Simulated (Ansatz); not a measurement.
Molecular dynamics on a 2×2×1 supercell (12 atoms) of PbI2 (P-3m1), relaxed with r2SCAN+rVV10. Forces come from PBE in the PAW code Ansatz: Langevin thermostat and barostat (NPT), 1700 K, steps of 1.5 fs. Computed, non-magnetic; the trajectory is short and the cell small, so nothing here is a converged average.

```yaml
crystal:
  lattice:
    - [9.1314521046, 1.0e-10, 0.0]
    - [-4.5657260523, 7.908069496, 0.0]
    - [0.0, 0.0, 7.0410821077]
  atoms:
    - { symbol: Pb, position: [0.0, 0.0, 0.0] }
    - { symbol: I, position: [0.1666666667, 0.3333333333, 0.2667794128] }
    - { symbol: I, position: [0.3333333333, 0.1666666667, 0.7332205872] }
    - { symbol: Pb, position: [0.0, 0.5, 0.0] }
    - { symbol: I, position: [0.1666666667, 0.8333333333, 0.2667794128] }
    - { symbol: I, position: [0.3333333333, 0.6666666667, 0.7332205872] }
    - { symbol: Pb, position: [0.5, 0.0, 0.0] }
    - { symbol: I, position: [0.6666666667, 0.3333333333, 0.2667794128] }
    - { symbol: I, position: [0.8333333333, 0.1666666667, 0.7332205872] }
    - { symbol: Pb, position: [0.5, 0.5, 0.0] }
    - { symbol: I, position: [0.6666666667, 0.8333333333, 0.2667794128] }
    - { symbol: I, position: [0.8333333333, 0.6666666667, 0.7332205872] }
kpoints:
  mp_grid: { grid: [3, 3, 2] }
hamiltonian:
  xc: pbe
scf:
  occupations: { method: fermi_dirac, width: 0.146 }
md:
  ensemble: npt_langevin
  temperature: 1700
  timestep: 1.5
  n_steps: 30
  initial_velocities: maxwell_boltzmann
  seed: 9254
```

Command: `ansatz run input.yaml --threads 4 --pin off --max-ram 3686MiB --backend cpu --events-out ev --progress --plain --runs-dir out`. It took 7.2 min on 4 threads of Arm Neoverse V2, on a shared host; peak host memory 2 GiB.

| step | t (fs) | T (K) | free energy F from step 0 (meV/atom) | kinetic energy (meV/atom) | pressure (GPa) | volume (Å³/atom) | largest force (eV/Å) |
| --- | --- | --- | --- | --- | --- | --- | --- |
| 0 | 0 | 1558 | 0.0 | 201.4 | 1.77 | 42.37 | 0.05 |
| 1 | 1.5 | 1659 | 0.0 | 214.4 | 1.79 | 42.38 | 0.07 |
| 2 | 3 | 1565 | 0.2 | 202.2 | 1.74 | 42.38 | 0.11 |
| 3 | 4.5 | 1580 | 0.5 | 204.2 | 1.72 | 42.39 | 0.14 |
| 4 | 6 | 1552 | 0.9 | 200.6 | 1.70 | 42.41 | 0.18 |
| 5 | 7.5 | 1495 | 1.4 | 193.2 | 1.65 | 42.44 | 0.21 |
| 6 | 9 | 1546 | 1.8 | 199.8 | 1.63 | 42.49 | 0.25 |
| 7 | 10.5 | 1461 | 2.4 | 188.8 | 1.58 | 42.54 | 0.29 |
| 8 | 12 | 1332 | 3.1 | 172.2 | 1.50 | 42.59 | 0.32 |
| 9 | 13.5 | 1415 | 3.9 | 182.9 | 1.49 | 42.65 | 0.36 |
| 10 | 15 | 1667 | 5.0 | 215.4 | 1.54 | 42.70 | 0.40 |
| 11 | 16.5 | 1565 | 6.3 | 202.3 | 1.49 | 42.74 | 0.45 |
| 12 | 18 | 1471 | 7.7 | 190.2 | 1.44 | 42.78 | 0.50 |
| 13 | 19.5 | 1589 | 9.3 | 205.5 | 1.45 | 42.83 | 0.54 |
| 14 | 21 | 1642 | 11.0 | 212.3 | 1.45 | 42.89 | 0.59 |
| 15 | 22.5 | 1606 | 12.8 | 207.6 | 1.42 | 42.94 | 0.64 |
| 16 | 24 | 1573 | 14.8 | 203.3 | 1.39 | 42.99 | 0.69 |
| 17 | 25.5 | 1726 | 16.9 | 223.2 | 1.43 | 43.04 | 0.74 |
| 18 | 27 | 1761 | 19.2 | 227.6 | 1.43 | 43.09 | 0.79 |
| 19 | 28.5 | 1798 | 21.6 | 232.5 | 1.42 | 43.15 | 0.83 |
| 20 | 30 | 1642 | 24.0 | 212.2 | 1.35 | 43.22 | 0.87 |
| 21 | 31.5 | 1672 | 26.5 | 216.1 | 1.34 | 43.29 | 0.91 |
| 22 | 33 | 1760 | 29.1 | 227.6 | 1.35 | 43.37 | 0.96 |
| 23 | 34.5 | 1729 | 31.7 | 223.4 | 1.32 | 43.46 | 1.00 |
| 24 | 36 | 1820 | 34.5 | 235.2 | 1.33 | 43.56 | 1.05 |
| 25 | 37.5 | 1845 | 37.4 | 238.4 | 1.32 | 43.66 | 1.09 |
| 26 | 39 | 1881 | 40.5 | 243.1 | 1.32 | 43.76 | 1.14 |
| 27 | 40.5 | 1927 | 43.8 | 249.0 | 1.33 | 43.85 | 1.19 |
| 28 | 42 | 1838 | 47.2 | 237.6 | 1.30 | 43.94 | 1.24 |
| 29 | 43.5 | 2031 | 50.8 | 262.5 | 1.35 | 44.04 | 1.29 |
| 30 | 45 | 2015 | 54.6 | 260.4 | 1.34 | 44.14 | 1.34 |

The temperature starts at 1558 K, is lowest at step 8 (1332 K, 12 fs) and ends at 2015 K.

Positions (Å) and forces (eV/Å) at step 30:
```
cell (Å): 9.257 0.000 0.000; -4.628 8.017 0.000; 0.000 0.000 7.138
Pb   0.113  -0.033  -0.080    -0.494   0.178   0.305
I    0.174   2.844   1.984    -0.213  -0.387  -0.443
I    2.377   1.137   5.306    -0.065   0.149  -0.194
Pb  -2.383   4.121  -0.107     0.354  -0.593  -0.275
I   -2.321   6.306   1.877    -0.039   1.200   0.594
I    0.035   5.335   5.068    -0.158   0.110   0.628
Pb   4.433  -0.052   0.135     0.576  -0.242  -0.026
I    4.467   2.602   1.911     0.219   0.020  -0.099
I    7.075   1.625   5.305    -0.006  -0.985  -0.134
Pb   2.328   4.086   0.045    -0.311  -0.104  -0.038
I    2.317   6.435   2.026     0.099   0.407  -0.332
I    4.626   5.304   5.179     0.038   0.247   0.014
```
